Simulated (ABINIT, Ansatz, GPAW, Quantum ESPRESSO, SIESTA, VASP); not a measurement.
# Pd: programs and potentials compared

```
Pd
1.0
     0.00000    1.94650    1.94650
     1.94650    0.00000    1.94650
     1.94650    1.94650    0.00000
Pd
1
Direct
  0.00000 0.00000 0.00000
```

Alike in all runs: task single point; functional PBE; k mesh 12 × 12 × 12; occupations fermi-dirac, width 0.05 eV; no spin polarisation; no spin-orbit coupling. Pressure is positive in compression and, in plane waves, holds the error of the finite cutoff, which Ansatz's Pulay term estimates and takes out.

```tsv
program and potentials	plane-wave cutoff (eV)	notes	band gap (eV)	pressure (GPa)
SIESTA, files PseudoDojo sr-pbe-0.4.1-standard, DZP (energy shift 0.003 Ry; two zetas on semicore shells)	-	atomic basis; 18 valence electrons an atom on average	no gap	7.45
GPAW, GPAW PAW data sets (gpaw-data 1.2.1)	600	16 valence electrons an atom on average	no gap	6.90
ABINIT, JTH PAW PBE v2.0	599	18 valence electrons an atom on average	no gap	6.77
Ansatz, Ansatz PAW (earlier soft set)	420	18 valence electrons an atom on average; Pulay term of +0.06 GPa included	no gap	6.93
Quantum ESPRESSO, SSSP 1.3 efficiency PBE	816	18 valence electrons an atom on average	no gap	6.76
VASP, PBE PAW files Pd, 520 eV	520	10 valence electrons an atom on average	no gap	6.60
Ansatz, all-electron LAPW, scalar-relativistic	-	-	no gap	6.85
```

None finds a gap. The pressure spans 6.60 (VASP, PBE PAW files Pd, 520 eV) to 7.45 GPa (SIESTA, files PseudoDojo sr-pbe-0.4.1-standard, DZP (energy shift 0.003 Ry; two zetas on semicore shells)), with all-electron results at 6.85. Rows in atomic bases carry the error of their basis and grid, which can be large.

Differences between rows come from potentials, basis sets and numerical settings, since the functional is the same but for its coding. Runs on potential files found faulty are left out.
